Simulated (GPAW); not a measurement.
Br:

```
Br
1.0
     3.36325   -2.32255    0.00000
     3.36325    2.32255    0.00000
     0.00000    0.00000    8.70230
Br
4
Direct
  0.36510 0.63490 0.39010
  0.13490 0.86510 0.89010
  0.63490 0.36510 0.60990
  0.86510 0.13490 0.10990
```

- Program: GPAW 26.7.0
- Task: single point
- Functional: PBEsol
- Potentials or basis: PAW data sets generated in the run's folder for this functional
- Cutoff: 600 eV
- Basis: pw
- k mesh: 7 × 7 × 3
- Occupations: fermi-dirac, width 0.05 eV
- Spin: no spin polarisation

On this cell: pressure 0.4 GPa; largest force 0.887 eV/Å; band gap on the k mesh 1.83 eV, indirect (least direct gap 1.84 eV).

The same run follows on a disturbed copy (atoms moved at random, drawn with an rms of 0.05 Å):

```
Br
1.0
     3.36325   -2.32255    0.00000
     3.36325    2.32255    0.00000
     0.00000    0.00000    8.70230
Br
4
Direct
  0.36210 0.64457 0.38555
  0.13829 0.86548 0.88671
  0.62662 0.35413 0.61351
  0.86227 0.12977 0.10185
```

Question: What does the disturbed cell give?

Answer: The energy moves by +3.6 meV/atom; pressure -0.1 GPa; largest force 1.445 eV/Å; band gap on the k mesh 1.64 eV, indirect (least direct gap 1.69 eV).

Forces in eV/Å, atoms in the order of the input:
```
Br  -0.057 -0.104  0.036
Br  -0.022 -0.681 -1.253
Br   0.066  0.111 -0.063
Br   0.012  0.674  1.279
```

Stress tensor (GPa, compression positive):
```
 0.06 -0.05 -0.01
-0.05 -0.72  2.01
-0.01  2.01  0.37
```

Caveats: an odd mesh through Γ misses points on the zone boundary, where band edges often lie.
